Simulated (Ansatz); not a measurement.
# InSe: the cost of one run

Program: Ansatz 0.2.0. Level of theory: DFT PBE+D3(BJ), scalar-relativistic, plane waves, PAW. These are calculated values, not measurements.

A COD entry behind a cell of this session may itself be a prediction, so a difference from it is no test against experiment.

22 further runs of the same task are left out: 1 that didn't finish, 21 set aside as unsound or not needed.

### 1 The structure to begin with

The structure is hexagonal, space group P-6m2 (No. 187). Conventional cell: a = 3.960 Å, b = 3.960 Å, c = 36.720 Å, α = 90.00°, β = 90.00°, γ = 120.00°. Se (site symmetry 3m) has 3 In at 2.59 Å as nearest neighbours. In (site symmetry 3m) has 3 Se at 2.59 Å and 1 In at 2.61 Å as nearest neighbours.

Structure file:

```cif
data_structure
_symmetry_space_group_name_H-M 'P-6m2'
_symmetry_Int_Tables_number 187
_cell_length_a 3.9600
_cell_length_b 3.9600
_cell_length_c 36.7200
_cell_angle_alpha 90.000
_cell_angle_beta 90.000
_cell_angle_gamma 120.000
_cell_volume 498.68
loop_
_atom_site_label
_atom_site_type_symbol
_atom_site_symmetry_multiplicity
_atom_site_Wyckoff_symbol
_atom_site_fract_x
_atom_site_fract_y
_atom_site_fract_z
_atom_site_occupancy
Se1 Se 2 g 0.00000 0.00000 0.93144 1
In1 In 2 i 0.66667 0.33333 0.96442 1
```

This is the geometry of the first run shown, built on a cell relaxed beforehand with the same method.

### 2 Plan of the line

Atoms count from 1 in the order of the input.

The lattice constant and the thickness of a sheet are varied, nothing relaxed.

The axes are (1) lattice constant a of the sheet (both vectors scaled alike): 7 values from 3.825 to 4.228 Å; (2) thickness: height of Se4 above Se1, all heights scaled alike: 7 values from 5.035 to 5.735 Å.

Nothing else is relaxed. Points are written as (first, second).

### 3 Point (3.960 Å, 5.035 Å)

The sheet is isolated along c: the input cuts the Coulomb interaction between periodic copies.

The input, input.yaml:

```yaml
crystal:
  lattice:
    - [3.96, 0.0, 0.0]
    - [-1.98, 3.429460599, 0.0]
    - [0.0, 0.0, 36.7199571806]
  atoms:
    - { symbol: Se, position: [0.0, 0.0, 0.4314266711] }
    - { symbol: In, position: [0.6666666667, 0.3333333333, 0.4644104082] }
    - { symbol: In, position: [0.6666666667, 0.3333333333, 0.5355618847] }
    - { symbol: Se, position: [0.0, 0.0, 0.5685455674] }
  periodic: [true, true, false]
basis:
  ecutwfc: 420
kpoints:
  mp_grid: { grid: [9, 9, 1] }
hamiltonian:
  xc: pbe
  pseudopotentials: { kind: paw, azcp: { folder: soft_1 } }
  dispersion: d3bj
scf:
  occupations: { method: gaussian, width: 0.02 }
output:
  forces: true
  stress: true
  eigenvalues: true
```

Launch:

```console
> ansatz run input.yaml --threads 2 --pin off --max-ram 6144MiB --backend cpu --events-out ev --progress --plain --runs-dir out
```

Q: Estimate wall time and peak memory on 2 threads of Arm Neoverse N1, shared host.

About 21 s, with a peak of 0.66 GiB.
